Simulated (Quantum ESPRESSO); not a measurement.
# Ti (Fm-3m) in Quantum ESPRESSO: reference runs, part 2 of 2

Quantum ESPRESSO 7.5. Earlier steps stand in the parts before.

## (3) Single point, PBE (cell strained at random at fixed volume)

Contents of pw.in:

```
&CONTROL
  calculation = 'scf'
  prefix = 'pwscf'
  outdir = './tmp'
  pseudo_dir = './pseudo'
  tprnfor = .true.
  tstress = .true.
  disk_io = 'nowf'
/
&SYSTEM
  ibrav = 0
  nat = 1
  ntyp = 1
  ecutwfc = 55
  ecutrho = 440
  nbnd = 12
  occupations = 'smearing'
  smearing = 'fd'
  degauss = 0.00367493
/
&ELECTRONS
  conv_thr = 2d-10
  electron_maxstep = 120
  mixing_beta = 0.5
/
ATOMIC_SPECIES
Ti    47.8670 ti_pbe_v1.4.uspp.F.UPF
CELL_PARAMETERS angstrom
   0.0217680000    1.9986910000    2.0313150000
   2.0064570000    0.0029940000    2.0500890000
   2.0395050000    2.0505140000   -0.0300550000
ATOMIC_POSITIONS crystal
Ti    -0.0156700000    0.0038100000    0.0066290000
K_POINTS automatic
11 11 11 0 0 0
```

Potentials or basis: SSSP 1.3 efficiency PBE.

Started as:

```
OMP_NUM_THREADS=1 pw.x -in pw.in > pw.out
```

pw.out:

```text
This program is part of the open-source Quantum ESPRESSO suite
     for quantum simulation of materials; please cite
[... 6 lines left out ...]
     --------------------
     sticks:   dense  smooth     PW     G-vecs:    dense   smooth      PW
     Sum         867     435    151                17573     6201    1259

     Using Slab Decomposition

     bravais-lattice index     =            0
     lattice parameter (alat)  =       5.3854  a.u.
     unit-cell volume          =     112.9054 (a.u.)^3
     number of atoms/cell      =            1
     number of atomic types    =            1
     number of electrons       =        12.00
     number of Kohn-Sham states=           12
     kinetic-energy cutoff     =      55.0000  Ry
     charge density cutoff     =     440.0000  Ry
     scf convergence threshold =      2.0E-10
     mixing beta               =       0.5000
     number of iterations used =            8  plain     mixing
     Exchange-correlation=  SLA  PW   PBX  PBC
                           (   1   4   3   4   0   0   0)

     celldm(1)=   5.385381  celldm(2)=   0.000000  celldm(3)=   0.000000
     celldm(4)=   0.000000  celldm(5)=   0.000000  celldm(6)=   0.000000

     crystal axes: (cart. coord. in units of alat)
               a(1) = (   0.007638   0.701339   0.712787 )
               a(2) = (   0.704064   0.001051   0.719375 )
               a(3) = (   0.715661   0.719524  -0.010546 )

     reciprocal axes: (cart. coord. in units 2 pi/alat)
               b(1) = ( -0.716052  0.722464  0.699757 )
               b(2) = (  0.719711 -0.705781  0.686734 )
               b(3) = (  0.696904  0.686634 -0.683074 )

     PseudoPot. # 1 for Ti read from file:
     ti_pbe_v1.4.uspp.F.UPF
     Pseudo is Ultrasoft + core correction, Zval = 12.0
     Generated by new atomic code, or converted to UPF format
     Using radial grid of  851 points,  6 beta functions with:
                l(1) =   0
                l(2) =   0
                l(3) =   1
                l(4) =   1
                l(5) =   2
                l(6) =   2
     Q(r) pseudized with  6 coefficients,  rinner =    1.000   1.000   1.000
                                                       1.000   1.000

     atomic species   valence    mass     pseudopotential
     Ti               12.00    47.86700     Ti( 1.00)

     No symmetry found

   Cartesian axes

     site n.     atom                  positions (alat units)
         1        Ti     tau(   1) = (   0.0073069  -0.0062163  -0.0084985  )

     number of k points=   666  Fermi-Dirac smearing, width (Ry)=  0.0037

     Number of k-points >= 100: set verbosity='high' to print them.

     Dense  grid:    17573 G-vectors     FFT dimensions: (  36,  40,  40)

     Smooth grid:     6201 G-vectors     FFT dimensions: (  25,  25,  25)

     Check: negative core charge=   -0.000005

     Initial potential from superposition of free atoms

     starting charge      11.0000, renormalised to      12.0000

     negative rho (up, down):  1.385E-03 0.000E+00
     Starting wfcs are   10 randomized atomic wfcs +    2 random wfcs

     Self-consistent Calculation

     iteration #  1     ecut=    55.00 Ry     beta= 0.50
     Davidson diagonalization with overlap
     ethr =  1.00E-02,  avg # of iterations =  4.6

     negative rho (up, down):  1.665E-03 0.000E+00

     total energy              =    -119.08977298 Ry
     estimated scf accuracy    <       0.62089365 Ry

     iteration #  2     ecut=    55.00 Ry     beta= 0.50
     Davidson diagonalization with overlap
     ethr =  5.17E-03,  avg # of iterations =  2.0

     negative rho (up, down):  1.106E-03 0.000E+00

     total energy              =    -119.24307543 Ry
     estimated scf accuracy    <       0.01376997 Ry

     iteration #  3     ecut=    55.00 Ry     beta= 0.50
     Davidson diagonalization with overlap
     ethr =  1.15E-04,  avg # of iterations =  2.8

     negative rho (up, down):  8.273E-04 0.000E+00

     total energy              =    -119.24603228 Ry
     estimated scf accuracy    <       0.00019656 Ry

     iteration #  4     ecut=    55.00 Ry     beta= 0.50
     Davidson diagonalization with overlap
     ethr =  1.64E-06,  avg # of iterations =  3.9

     negative rho (up, down):  7.968E-04 0.000E+00

     total energy              =    -119.24604734 Ry
     estimated scf accuracy    <       0.00000679 Ry

     iteration #  5     ecut=    55.00 Ry     beta= 0.50
     Davidson diagonalization with overlap
     ethr =  5.66E-08,  avg # of iterations =  2.0

     negative rho (up, down):  7.960E-04 0.000E+00

     total energy              =    -119.24604884 Ry
     estimated scf accuracy    <       0.00000026 Ry

     iteration #  6     ecut=    55.00 Ry     beta= 0.50
     Davidson diagonalization with overlap
     ethr =  2.16E-09,  avg # of iterations =  2.0

     negative rho (up, down):  7.964E-04 0.000E+00

     total energy              =    -119.24604890 Ry
     estimated scf accuracy    <       0.00000005 Ry

     iteration #  7     ecut=    55.00 Ry     beta= 0.50
     Davidson diagonalization with overlap
     ethr =  3.95E-10,  avg # of iterations =  2.0

     negative rho (up, down):  7.965E-04 0.000E+00

     total energy              =    -119.24604892 Ry
     estimated scf accuracy    <       0.00000001 Ry

     iteration #  8     ecut=    55.00 Ry     beta= 0.50
     Davidson diagonalization with overlap
     ethr =  1.17E-10,  avg # of iterations =  1.8

     negative rho (up, down):  7.965E-04 0.000E+00

     End of self-consistent calculation

     Number of k-points >= 100: set verbosity='high' to print the bands.

     the Fermi energy is    13.8844 ev

!    total energy              =    -119.24604892 Ry
     estimated scf accuracy    <          1.1E-10 Ry
     smearing contrib. (-TS)   =      -0.00088156 Ry
     internal energy E=F+TS    =    -119.24516736 Ry

     The total energy is F=E-TS. E is the sum of the following terms:
     one-electron contribution =     -38.90663551 Ry
     hartree contribution      =      23.77359369 Ry
     xc contribution           =     -18.07230459 Ry
     ewald contribution        =     -86.03982096 Ry

     convergence has been achieved in   8 iterations

     negative rho (up, down):  7.965E-04 0.000E+00

     Forces acting on atoms (cartesian axes, Ry/au):

     atom    1 type  1   force =     0.00000000    0.00000000    0.00000000

     Total force =     0.000000     Total SCF correction =     0.000000

     Computing stress (Cartesian axis) and pressure

     negative rho (up, down):  7.965E-04 0.000E+00
          total   stress  (Ry/bohr**3)                   (kbar)     P=       43.05
   0.00033038  -0.00012693   0.00001309           48.60      -18.67        1.92
  -0.00012693   0.00031375   0.00010466          -18.67       46.15       15.40
   0.00001309   0.00010466   0.00023371            1.92       15.40       34.38

=------------------------------------------------------------------------------=
   JOB DONE.
=------------------------------------------------------------------------------=
```

It took 61 s on 1 thread of Arm Neoverse V2, shared host; peak memory 0.18 GiB.

What came out:

```yaml
Free_energy: -1622.4251 eV
Pressure: 4.3 GPa
Band_gap_on_the_k_mesh: none (metal or under the smearing width)
```

Stress tensor (GPa, compression positive):
```
 4.86 -1.87  0.19
-1.87  4.62  1.54
 0.19  1.54  3.44
```
